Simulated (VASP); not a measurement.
Level of theory: PBEsol GGA, VASP's PBE PAW potentials (set 64) (plane waves; VASP 6.6.1).

VASP ran on this input.

File POSCAR:
```
CsCl
1.0
  4.0720785987   0.0000000000   0.0000000000
  0.0000000000   4.0720785987   0.0000000000
  0.0000000000   0.0000000000   4.0720785987
Cs Cl
1 1
Cart
  0.0000000000   0.0000000000   0.0000000000
  2.0360392994   2.0360392994   2.0360392994
```

**INCAR**
```
LCHARG=.FALSE.
ISMEAR=0
PREC=Normal
SYSTEM=CsCl
LWAVE=.FALSE.
EDIFF=1E-5   # SCF stop (eV)
NELMIN=4
NSW=20   # most ionic steps
ALGO=Fast
IBRION=2   # conjugate gradients
ENCUT=400   # plane-wave cut-off (eV)
LASPH=.TRUE.   # aspherical one-centre terms
GGA=PS   # PBEsol
LMAXMIX=4   # l cut-off of mixed one-centre charges
EDIFFG=-0.03
NELM=100
SIGMA=0.05   # width (eV)
ISIF=2   # forces and stress, cell fixed
LREAL=.FALSE.   # projection in real space or not
```

**KPOINTS**
```
Automatic mesh
0
Gamma
7 7 7
0 0 0
```

POTCAR, in this order: Cs_sv Cl (PBE.64 set). Program: vasp_std.

The run wrote:

**OSZICAR**
```
       N       E                     dE             d eps       ncg     rms          rms(c)
DAV:   1     0.838164107150E+02    0.83816E+02   -0.61315E+03   480   0.949E+02
DAV:   2    -0.160489863164E+01   -0.85421E+02   -0.79848E+02   732   0.174E+02
DAV:   3    -0.714254313096E+01   -0.55376E+01   -0.55172E+01   612   0.501E+01
DAV:   4    -0.719595141234E+01   -0.53408E-01   -0.53392E-01   568   0.609E+00
DAV:   5    -0.719673563924E+01   -0.78423E-03   -0.78417E-03   616   0.712E-01    0.212E+00
RMM:   6    -0.688349056530E+01    0.31325E+00   -0.49023E-01   480   0.315E+00    0.136E+00
RMM:   7    -0.684796271837E+01    0.35528E-01   -0.34209E-01   480   0.235E+00    0.109E+00
RMM:   8    -0.685294971063E+01   -0.49870E-02   -0.75902E-02   480   0.152E+00    0.500E-01
RMM:   9    -0.684611787252E+01    0.68318E-02   -0.12497E-02   480   0.606E-01    0.262E-01
RMM:  10    -0.684673314662E+01   -0.61527E-03   -0.13060E-02   480   0.497E-01    0.214E-01
RMM:  11    -0.684619970136E+01    0.53345E-03   -0.17395E-03   480   0.226E-01    0.429E-02
RMM:  12    -0.684619793380E+01    0.17676E-05   -0.20611E-04   400   0.850E-02    0.658E-03
RMM:  13    -0.684620783771E+01   -0.99039E-05   -0.80243E-05   399   0.464E-02
   1 F= -.68462078E+01 E0= -.68462078E+01  d E =-.684621E+01
```

**OUTCAR**
```
------------------------ aborting loop because EDIFF is reached ----------------------------------------
  FORCE on cell =-STRESS in cart. coord.  units (eV):
  Direction    XX          YY          ZZ          XY          YZ          ZX
  --------------------------------------------------------------------------------------
  Total        0.0272525      0.0272525      0.0272525      0.0000000      0.0000000     -0.0000000
  in kB        0.6466490      0.6466490      0.6466490      0.0000000      0.0000000     -0.0000000
  external PRESSURE =       0.6466490 kB  Pullay stress =       0.0000000 kB
  volume of cell :       67.52
      direct lattice vectors                 reciprocal lattice vectors
     4.072078599  0.000000000  0.000000000     0.245574828  0.000000000  0.000000000
     0.000000000  4.072078599  0.000000000     0.000000000  0.245574828  0.000000000
     0.000000000  0.000000000  4.072078599     0.000000000  0.000000000  0.245574828
 POSITION                                       TOTAL-FORCE (eV/Angst)
 -----------------------------------------------------------------------------------
      0.00000      0.00000      0.00000         0.000000      0.000000      0.000000
      2.03604      2.03604      2.03604         0.000000      0.000000      0.000000
 -----------------------------------------------------------------------------------
    total drift:                                0.000000      0.000000      0.000000
  FREE ENERGIE OF THE ION-ELECTRON SYSTEM (eV)
  ---------------------------------------------------
  free  energy   TOTEN  =        -6.8462078377 eV

  energy  without entropy=       -6.8462078377  energy(sigma->0) =       -6.84620784

 reached required accuracy - stopping structural energy minimisation
```
(Selected blocks of OUTCAR.)

The compound is CsCl in the CsCl type structure. It was relaxed first.
